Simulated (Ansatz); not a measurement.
Structure: LiF (Fm-3m) from a database of computed structures, at its r2SCAN minimum. It is cubic, Fm-3m (No. 225); conventional cell a = 3.990 Å, 7.94 Å³ an atom. Li has 6 F at 2.00 Å; F has 6 Li at 2.00 Å.

```yaml
crystal:
  lattice:
    - [0.00000, 1.99510, 1.99510]
    - [1.99510, 0.00000, 1.99510]
    - [1.99510, 1.99510, 0.00000]
  atoms:
    - { symbol: Li, position: [0.00000, 0.00000, 0.00000] }
    - { symbol: F, position: [0.50000, 0.50000, 0.50000] }
```

The questions ask for values computed with the PAW code Ansatz on this geometry. (Simulation; spin polarisation is off.)

Given (10×10×10 mesh): r2SCAN gives a direct gap of 10.33 eV at Γ.

(1) What does HSE06 give for the gap (8×8×8 mesh)?

(2) What does DDH-PBE0 give for the gap (8×8×8 mesh)?

(3) What does PBE0 give for the gap (8×8×8 mesh)?

(4) How does the gap change from r2SCAN to r2SCAN0 (8×8×8)?

(5) What are ε∞ and the Born charges with PBE?

## Answers

(1) The HSE06 gap is indirect, 11.671 eV (K–Γ (0.83 of the way from K) to Γ), below the direct gap of 11.671 eV at Γ. Least and direct gap differ so little that the kind isn't settled. The gap differs by +1.34 eV from r2SCAN's.

(2) With DDH-PBE0 the gap is 15.37 eV and direct, at Γ. The share of exact exchange is 0.484. The gap differs by +5.04 eV from r2SCAN's.

(3) PBE0 gives an indirect gap of 12.430 eV, from K–Γ (0.83 of the way from K) to Γ; the least direct gap is 12.431 eV at Γ. Least and direct gap differ so little that the kind isn't settled. The gap differs by +2.10 eV from r2SCAN's.

(4) r2SCAN0 gives a direct gap of 13.07 eV at Γ. The gap differs by +2.74 eV from r2SCAN's.

(5) ε∞: 2.07 in all directions. Born charges, averaged over directions: Li +1.05, F -1.05 e.

Where an edge lies off the special points, it is a point of the mesh or the k point where a search put PBE's edge or least direct gap, reused for the other functionals, whose own edges may lie a little apart.

The meshes of the hybrids are coarse, so their gaps aren't converged to the digits shown.

PBE's own run along the path (9.34 eV) came before the search for the edges and missed one, so it isn't listed. Set aside, since their points miss a band edge that the other levels read or their mesh is too coarse: LC-ωPBE.
